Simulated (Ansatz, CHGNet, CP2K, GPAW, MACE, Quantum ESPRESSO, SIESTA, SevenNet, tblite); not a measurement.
# Random packing of 77TeO2-23ZnO (mol %) (86 atoms) in other programs, against a plane-wave reference

Wanted: errors and costs of other methods on random packing of 77TeO2-23ZnO (mol %) (86 atoms). A plane-wave run serves as the reference.

Main program and level: Ansatz 0.2.0; Kohn-Sham DFT, PBE, PAW, plane waves.

**1. The structure**

The cell holds 86 atoms: 24 Te, 55 O and 7 Zn. Its edges and angles: a = 10.894 Å, b = 10.894 Å, c = 10.894 Å, α = 90.0°, β = 90.0°, γ = 90.0°. 86 atoms (24 Te, 55 O, 7 Zn) packed at random in a cube at 5.65 g/cm³ and pushed apart as soft spheres, cations and anions kept from their own kind; a start for melting by ab initio MD, not an equilibrated structure. Then every atom was moved at random, 0.02 Å r.m.s. a Cartesian component.

**2. Plane-wave reference**

The PAW files are the set soft_2.

input.yaml reads:

```yaml
crystal:
  lattice:
    - [10.8941, 0.0, 0.0]
    - [0.0, 10.8941, 0.0]
    - [0.0, 0.0, 10.8941]
  atoms:
    - { symbol: Te, position: [0.1825, 0.92575, 0.02781] }
    - { symbol: Te, position: [0.65123, 0.49037, 0.96611] }
    - { symbol: Te, position: [0.93159, 0.95351, 0.98237] }
    - { symbol: Te, position: [0.64153, 0.84789, 0.45729] }
    [... 76 atom lines left out ...]
    - { symbol: Zn, position: [0.8481, 0.09217, 0.47803] }
    - { symbol: Zn, position: [0.27857, 0.52549, 0.48228] }
    - { symbol: Zn, position: [0.02464, 0.19752, 0.89305] }
    - { symbol: Zn, position: [0.46745, 0.59706, 0.83116] }
    - { symbol: Zn, position: [0.2502, 0.78812, 0.2611] }
    - { symbol: Zn, position: [0.49617, 0.31751, 0.06665] }
kpoints:
  mp_grid: { grid: [1, 1, 1] }
hamiltonian:
  xc: pbe
scf:
  occupations: { method: fermi_dirac, width: 0.05 }
output:
  forces: true
  eigenvalues: true
  populations: true
  stress: true
```

Command:

```bash
ansatz run input.yaml --threads 4 --pin off --max-ram 8192MiB --backend cpu --events-out ev --progress --plain --runs-dir out
```

The log of the run:

```text
[...]
Pseudopotentials: kind: paw
Pseudopotential: Te, paw, valence charge 16, recommended cutoff 420 eV (normal), Te.paw.azcp
Pseudopotential: O, paw, valence charge 6, recommended cutoff 420 eV (normal), O.paw.azcp
Pseudopotential: Zn, paw, valence charge 12, recommended cutoff 420 eV (normal), Zn.paw.azcp
[...]
Crystal: 86 atoms, lattice volume = 1292.927 Å³
Basis set: ecut = 420 eV, 25341 PW (Γ), exchange–correlation on 150×150×150 points (8 copies of the dense FFT grid, shifted against one another)
Bands: 485, of which v1, the nominal top of the filled ones, is band 399 counted from 1 (398 counted from 0)
Symmetry: 1 space group operations
Space group: P1 (ITA 1), of the structure as read, at distance tolerance 1.1e-4 Å
k-points: 1
[...]
Initial density: superposition of atomic densities (neutral atoms: chi_scale 0, normalization atom), corrected by the library's trained network
Initial wavefunctions: pseudopotential atomic-orbital guess
[...]
SCF iter   1: F=—  HF=-221792.645821 eV  |F-HF|=—  |Δ(HF+E_count)|=         —  Δρ=2.11e-2  dr2=9.37e0  ethr=1.77e-3  ⟨swp⟩=6.0  Hψ=1936  notcnv=0  defer=14
preconditioner: auto → LDOS  [metal: Δε(μ)=0.083 eV  Ē_g=10.196 eV  σ=0.050 eV  W_gap=0.39  n_scr=364 (ndim 8)  ℏωp=24.4 eV  f_vac=0.070  D(μ)=71.57/eV (n_scr^D=738)  β→1.0]
[...]
SCF iter  15: F=—  HF=-221792.284282 eV  |F-HF|=—  |Δ(HF+E_count)|=   8.67e-9  Δρ=4.61e-6  dr2=4.00e-7  ethr=1.95e-10  ⟨swp⟩=1.0  Hψ=428  notcnv=0  defer=57
SCF iter  16: F=-221792.284282 eV  HF=-221792.284282 eV  |F-HF|=8.13e-8  |Δ(HF+E_count)|=   2.12e-9  Δρ=2.57e-6  dr2=9.81e-8  ethr=1.25e-11  ⟨swp⟩=10.0  Hψ=2035  notcnv=0
SCF 1 converged in 16 iterations: F = -221792.284282 eV  dr2 = 9.81e-8
[...]
SCF converged after 16 iterations
Free energy (F): -221792.284282 eV
Harris-Foulkes:  -221792.284282 eV  (|F-HF|=8.13e-8)
Internal energy: -221791.617585 eV  (E = F + TS)
E sigma→0 (E₀):  -221791.950934 eV
Entropy (-TS):   -0.666697 eV (-7.752 meV/atom)
Fermi energy:    7.740008 eV
--- Per-component energies (eV) ---
[...]
Σ components = -221792.284282   (vs F -221792.284282, Δ=0.00e0)
--- Forces (eV/Å), atoms counted from 1 ---
  atom   1  Te     1.65722166    -2.24666067    -0.89929025
  atom   2  Te    -2.19333149     0.60164028     1.39148359
  atom   3  Te     0.60841536     1.31746024    -0.57759935
  atom   4  Te     0.58156650    -5.29568306     1.37136968
[...]
atom  86  Zn    -0.36559976     2.25157349     0.55033286
  max |Σ_I F_I| component: 7.49e-5 eV/Å
--- Stress (GPa, compression-positive) ---
        6.526198       1.836204      -0.706156
        1.836204       6.161506       1.255355
       -0.706156       1.255355       3.384489
  P = ⅓ Tr σ = 5.3574 GPa (53.574 kbar)
--- Band table (eV) ---
  k-point 0: bands = ["-31.0144", "-30.9943", "-30.9763", "-30.9559", [... 469 levels ...], "13.9736", "14.0471", "14.0762", "14.2473", "14.3696", "14.4231", "14.6067", "14.8125", "14.9253", "15.0380", "15.1479", "15.2483"]
--- Löwdin populations: 86 sites ---
  site symbol       q [e]
     0     Te     14.1599
     1     Te     15.0895
     2     Te     14.7738
[...]
85     Zn     10.6080
  spilling = 0.007681 (of n_electrons = 798.000000)
```

It took 35 s on 4 threads of Arm Neoverse V1, shared host; peak memory 2 GiB; 2.2 min of CPU time.

The run gave:

- free energy: -221792.2843 eV
- free energy per atom: -2578.9801 eV/atom
- SCF cycles: 16
- pressure: 5.357 GPa
- r.m.s. force component: 1.614 eV/Å
- longest force: 7.347 eV/Å
- Fermi energy: 7.74 eV
- levels partly filled by over 2 per cent: 16
- spilling of the projection: 0.007681

Length of the force by element:

```tsv
element	coordination	atoms	mean length of the force (eV/Å)	spread	least	most
O	all	55	1.83	0.749	0.236	3.48
Te	all	24	3.71	1.59	1.54	7.35
Zn	all	7	2.80	1.22	1.32	5.24
```

Löwdin charges by element (they lack the spilled electrons, 0.071 e an atom on average):

```tsv
element	coordination	atoms	mean charge (e)	spread	least	most
O	all	55	-0.654	0.131	-0.919	-0.407
Te	all	24	1.34	0.298	0.753	1.84
Zn	all	7	1.41	0.0821	1.27	1.53
```

The levels nearest the highest filled one (over half full), pooled over k-points and spins:

```tsv
level less the highest filled one (eV)	occupation
-0.106	1.84
-0.0828	1.76
-0.0764	1.73
-0.05	1.58
-0.0337	1.46
0	1.16
0.045	0.716
0.0524	0.649
0.0746	0.471
0.0968	0.33
0.111	0.26
0.158	0.111
```

The run ends at a pressure of 5.36 GPa, with forces up to 7.3 eV/Å.

**3. Structure statistics**

Density 5.65 g/cm³, 15.03 Å³ an atom.

g(r), total and by pair (bins of 0.2 Å):

```tsv
r (Å)	total	O-O	O-Te	O-Zn	Te-Te	Te-Zn	Zn-Zn
1.80	0.41	0.00	0.00	3.92	0.00	0.00	0.00
2.00	1.31	0.00	3.30	1.32	0.00	0.00	0.00
2.20	0.87	0.34	1.56	1.62	0.00	0.00	0.00
2.40	1.11	1.42	1.29	0.70	0.00	0.00	0.00
2.60	1.32	1.92	1.33	0.40	0.25	0.00	0.00
2.80	1.45	1.40	0.55	1.00	3.93	5.96	0.00
3.00	1.15	1.22	1.08	1.35	0.82	1.36	0.00
3.20	0.85	0.96	0.83	0.92	0.70	0.30	0.00
3.40	0.89	0.76	0.98	0.81	1.40	0.78	0.00
3.60	1.02	1.02	1.14	0.92	0.81	0.71	0.00
3.80	0.76	0.92	0.73	0.64	0.24	0.66	1.48
4.00	1.10	1.08	1.10	1.08	1.35	0.77	2.59
4.20	0.95	0.94	0.88	0.99	1.12	1.21	0.00
4.40	0.98	1.03	0.96	0.97	0.63	1.27	1.09
4.60	1.00	0.93	1.07	1.25	0.69	1.03	0.00
4.80	1.01	1.01	1.00	0.99	1.09	1.07	0.00
5.00	1.07	1.13	1.06	1.02	0.78	1.22	0.83
5.20	0.94	0.76	1.04	0.64	1.33	2.03	0.00
```

**4. The other programs**

The programs:
- CHGNet: machine-learned potential, published weights.
- CP2K 2026.2: Gaussian basis with GTH pseudopotentials and a plane-wave density; labels give functional, basis (MOLOPT sets; SR short-range, UZH the newer set with its own potentials), grid cutoff/relative cutoff and solver (OT: orbital transformation; TRS4, TC2, SIGN: linear-scaling purification with its sparsity filter), or its built-in tight binding.
- GPAW 26.7.0: PAW with atomic orbitals (LCAO), plane waves or a real-space grid of spacing h.
- MACE: machine-learned potential, published weights.
- SIESTA 5.4.2: numerical atomic orbitals, whose automatically made sets are far from complete, with PseudoDojo norm-conserving potentials that we converted to its format (checked against plane waves on the same files for H, C, O, Si, Ge and Ca alone); labels give functional, basis size, energy shift and mesh cutoff.
- SevenNet: machine-learned potential, published weights.
- tblite 0.8.0: extended tight binding, driven from Python.

All use the same cell and atoms; the electronic-structure runs use the same k-mesh, and an electronic temperature of 580 K (0.05 eV) where levels are smeared.

Differences are against the plane-wave reference, forces as r.m.s. over components; share is that over the reference's r.m.s. force, slope the least-squares factor from reference forces to these. Total energies of different programs have different zeros and aren't compared.

```tsv
run	Δ force, r.m.s. (meV/Å)	share (%)	slope	Δ pressure (GPa)	cores	CPU time	memory (GiB)
reference	-	-	-	-	4	2.2 min	2.0
CHGNet 0.3.0 potential	518	32.1	0.935	-1.50	1	4.5 s	1.1
CP2K PBE, DZVP-MOLOPT-SR, 400/50 Ry, diagonalisation (coarse)	391	24.2	0.974	5.15	4	16 min	3.8
CP2K PBE, DZVP-MOLOPT-SR, 800/50 Ry, diagonalisation	369	22.9	0.979	4.99	2	20 min	5.7
GPAW LDA, LCAO dzp, h 0.18 Å	305	18.9	0.979	-	1	5.8 min	1.6
GPAW PBE, LCAO dzp, h 0.18 Å	374	23.2	0.990	-	1	6.6 min	1.6
GPAW PBE, LCAO dzp, h 0.22 Å (coarse)	403	25.0	0.982	-	1	4.5 min	0.92
GPAW PBE, LCAO szp(dzp), h 0.18 Å (coarse)	745	46.2	0.928	-	1	5.1 min	1.6
MACE MPA-0 medium potential	337	20.9	0.937	0.861	1	9.7 s	0.99
SIESTA PBE, DZP, shift 0.01 Ry, mesh 100 Ry (coarse)	595	36.9	1.006	3.83	2	6.4 min	0.67
SIESTA PBE, DZP, shift 0.01 Ry, mesh 500 Ry	595	36.9	1.008	3.29	2	24 min	1.8
SevenNet l3i5 potential	470	29.1	0.994	0.431	1	12 s	1.4
tblite GFN1-xTB	674	41.8	1.081	-16.1	1	6.2 s	0.12
```

Rows marked coarse were listed beforehand as settings not expected to be converged; some can still land near the reference.

Times of the machine-learned potentials are mostly Python's start and the loading of weights.

CPU time is summed over cores on a shared host, where runs went side by side, so it is rough. Symmetry, cutoffs, thresholds, outputs and thread counts weren't matched or tuned between programs; memory under MPI is the largest rank's times the ranks.

Runs without a result: QE PBE, sssp-1.3.0-efficiency, 60/480 Ry (cut off at its time limit of 29 min, the SCF not settling); SIESTA PBE, SZP, shift 0.01 Ry, mesh 500 Ry (cut off at its time limit of 8.5 min).

Mean charges by element (e), by run and scheme:

```tsv
run	scheme	Te	O	Zn
reference	Löwdin	+1.34	-0.65	+1.41
CP2K PBE, DZVP-MOLOPT-SR, 800/50 Ry, diagonalisation	Mulliken	+0.90	-0.41	+0.16
CP2K PBE, DZVP-MOLOPT-SR, 800/50 Ry, diagonalisation	Hirshfeld	+0.47	-0.25	+0.36
SIESTA PBE, DZP, shift 0.01 Ry, mesh 500 Ry	Hirshfeld	+0.39	-0.26	+0.74
tblite GFN1-xTB	Mulliken	+0.64	-0.37	+0.71
```

The reference's Löwdin charges lack the electrons that the projection spills, 0.071 e an atom on average.

Within one program, basis, potentials and functional, energies share a zero. Each run against its twin at the usual cutoff or grid and solver:

```tsv
run	twin	Δ energy (meV/atom)	Δ force, r.m.s. (meV/Å)	CPU time over the twin's
CP2K PBE, DZVP-MOLOPT-SR, 400/50 Ry, diagonalisation	DZVP-MOLOPT-SR, 800/50 Ry, diagonalisation	-2.24	95.7	0.81 (this twin ran on 2 cores)
GPAW PBE, LCAO dzp, h 0.22 Å	LCAO dzp, h 0.18 Å	190	134	0.68
SIESTA PBE, DZP, shift 0.01 Ry, mesh 100 Ry	DZP, shift 0.01 Ry, mesh 500 Ry	-25.1	43.5	0.26
```

**5. Summary of results**

| Item | Value |
| --- | --- |
| reference r.m.s. force component | 1.61 eV/Å |
| nearest in forces | GPAW LDA, LCAO dzp, h 0.18 Å, 19 % |
| farthest in forces | GPAW PBE, LCAO szp(dzp), h 0.18 Å (coarse), 46 % |
| cheapest electronic-structure run beside the reference | tblite GFN1-xTB, 6.2 s of CPU time |

**Reading.** The PBE runs in local orbitals, coarse settings apart, differ by 23 % (CP2K PBE, DZVP-MOLOPT-SR, 800/50 Ry, diagonalisation) to 37 % (SIESTA PBE, DZP, shift 0.01 Ry, mesh 500 Ry); basis, grid and potentials can all enter. Tight binding differs by 42 % (tblite GFN1-xTB); it is another model, with fitted parameters of its own, and the xTB methods hold dispersion. Machine-learned potentials differ by 21 % (MACE MPA-0 medium potential) to 32 % (CHGNet 0.3.0 potential); they were trained on other programs' data. Rows with another functional or a dispersion term differ by 19 % (GPAW LDA, LCAO dzp, h 0.18 Å), which mixes the change of model with differences of basis and potentials. SIESTA PBE, DZP, shift 0.01 Ry, mesh 500 Ry needed 99 SCF steps, so its time overstates the method's usual cost. Runs with settings chosen to be coarse differ by 24 % (CP2K PBE, DZVP-MOLOPT-SR, 400/50 Ry, diagonalisation) to 46 % (GPAW PBE, LCAO szp(dzp), h 0.18 Å), their programs' other errors included. One electronic-structure run takes under half the reference's CPU time: tblite GFN1-xTB, at 42 % in 6.2 s against 2.2 min; its pressure misses by -16.1 GPa. In pressure, CP2K PBE, DZVP-MOLOPT-SR, 400/50 Ry, diagonalisation misses by +5.2 GPa, at the same functional. Charges hang on model, scheme and program or settings: among these rows the mean for Zn runs from +0.16 to +1.41 e. In the reference: 16 levels are partly filled, by over 2 % (at Γ alone): at this level the cell shows no clear gap. Levels of broken or missing bonds inside a gap of the host would look the same. In the reference: mean Löwdin charges: O -0.65, Te +1.34, Zn +1.41 e (they miss 0.77 % of the electrons, so they add up to more than the cell's charge). Periodic xTB results under one method name differ between programs and library versions. The potentials hold different valence shells: 798 electrons in the reference, 854 in SIESTA, 558 in CP2K with DZVP-MOLOPT-SR and 558 in GPAW; this bears on time and differences. Machine-learned potentials mimic data converged in k, so the reference's own k-point error enters their differences. The reference's stress is far from hydrostatic: its diagonal is 6.5, 6.2, 3.4 GPa, compression counted positive. The reference's pressure of 5.4 GPa belongs to a cell and atoms that aren't relaxed at this level. The electronic-structure runs sample only Γ, in a cell whose shortest periodic width is 11 Å, which is coarse for a cell with partly filled levels. Spin–orbit coupling is left out, which matters for the levels of the heavy elements.

[Also dropped from logs without a mark: logging warnings of Python, and SIESTA's first energy breakdown and zero terms.]

[Logs are printed without paths, hosts, clocks, repeated set-up lines and the standing remarks that a program may print on its own settings, such as how far it seeks lower states.]

[Hosts, paths, dates, database ids (printed as entryN), source tags and the programs' standing remarks are cut or masked in the printed files.]
